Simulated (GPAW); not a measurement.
Crystal: Ta.

```xyz
2
Lattice="2.9004 0.0000 0.0000 -1.4502 2.5118 0.0000 0.0000 0.0000 5.1663" Properties=species:S:1:pos:R:3 pbc="T T T"
Ta    0.0000    1.6745    1.2916
Ta    1.4502    0.8373    3.8747
```

This isn't the form of Ta at room conditions, which is bcc.

Program: GPAW 26.7.0. Alike in all runs: task single point; no spin polarisation; cell as given; k mesh 11 × 11 × 5; cutoff (eV) 600.

**Question.** Order these runs on this cell by their pressure, lowest first.
A. level RPBE; potentials or basis the program's PAW data sets (release 1.2.1) made for this functional, pw; smearing gaussian 0.02 eV
B. level PBE; potentials or basis GPAW PAW data sets (gpaw-data 1.2.1), pw; smearing gaussian 0.02 eV
C. level LDA; potentials or basis the program's PAW data sets (release 1.2.1) made for this functional, pw; smearing gaussian 0.1 eV

**Answer.** C (-12.1 GPa), B (-0.9 GPa), A (2.6 GPa).
